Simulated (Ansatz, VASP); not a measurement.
**HgTe: 3 runs at one level of theory**

The starting cell:

```xyz
2
Lattice="0.0000 3.2145 3.2145 3.2145 0.0000 3.2145 3.2145 3.2145 0.0000" Properties=species:S:1:pos:R:3 pbc="T T T"
Hg    0.0000    0.0000    0.0000
Te    4.8217    4.8217    4.8217
```

Alike in all runs: task relaxation of cell and atoms; functional PBE; dispersion D3(BJ); k mesh 7 × 7 × 7; occupations fermi-dirac, width 0.05 eV; no spin polarisation; no spin-orbit coupling.

```json
{"program and potentials": "Ansatz, Ansatz PAW", "plane-wave cutoff (eV)": "420", "notes": "18 valence electrons an atom on average", "equilibrium volume (Å³/atom)": "35.08"}
{"program and potentials": "Ansatz, all-electron LAPW, scalar-relativistic", "plane-wave cutoff (eV)": "-", "notes": "-", "equilibrium volume (Å³/atom)": "35.07"}
{"program and potentials": "VASP, PBE PAW files Hg, Te, 600 eV", "plane-wave cutoff (eV)": "600", "notes": "9 valence electrons an atom on average", "equilibrium volume (Å³/atom)": "35.14"}
```

The equilibrium volume spans 35.07 (Ansatz, all-electron LAPW, scalar-relativistic) to 35.14 Å³/atom (VASP, PBE PAW files Hg, Te, 600 eV), with all-electron results at 35.07. Relaxations stop with a little pressure left, so the last digit of a volume isn't settled.

Differences between rows come from potentials, basis sets and numerical settings, since the functional is the same but for its coding. Runs on potential files found faulty are left out.
